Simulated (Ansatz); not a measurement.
**Property card for Ta₄C₃**

The calculation used Ansatz 0.2.0, DFT PBEsol, scalar-relativistic, plane waves, PAW.

Plane waves to 420 eV, a k mesh through Γ of 12×12×12 on the computed 7-atom cell and Gaussian smearing (0.10 eV); no spin polarisation.

The structure is relaxed at this level of theory with its symmetry kept. Whether it is the stable form of this composition wasn't checked.

Symmetry: R3m, No. 160, trigonal system. Conventional cell: a = 3.103 Å, b = 3.103 Å, c = 30.494 Å, α = 90.00°, β = 90.00°, γ = 120.00°. Ta (site symmetry 3m) is surrounded by 6 C at 2.24 to 2.25 Å. Ta (site symmetry 3m) has 3 C at 2.14 Å as nearest neighbours. Ta (site symmetry 3m) has 3 C at 2.17 Å as nearest neighbours. Ta (site symmetry 3m) is surrounded by 6 C at 2.19 to 2.22 Å. C (site symmetry 3m) has 6 Ta at 2.17 to 2.19 Å as nearest neighbours. Around C (site symmetry 3m) lie 6 Ta at 2.14 to 2.24 Å. C (site symmetry 3m) is surrounded by 6 Ta at 2.22 to 2.25 Å.

| Property | Result |
| --- | --- |
| Volume per atom | 81.7 bohr³ |
| Formation energy from the elements' standard states (uncorrected) | -0.639 eV/atom |
| Kohn–Sham band gap | none (metal) |
| Density of states at the Fermi level | 1.50 states/eV per cell |
| Löwdin character within 0.5 eV of the Fermi level | Ta 5d 77 %, C 2p 16 % |
| Bulk modulus | 299 GPa |
| Its pressure derivative | 4.3 |
| Bader charges (e) | Ta (1 in the cell) 1.69, Ta (1 in the cell) 1.05, Ta (1 in the cell) 0.89, Ta (1 in the cell) 1.89, C (1 in the cell) -1.88, C (1 in the cell) -1.85, C (1 in the cell) -1.80 |

Spin-orbit coupling is left out, which matters for the bands of heavy elements.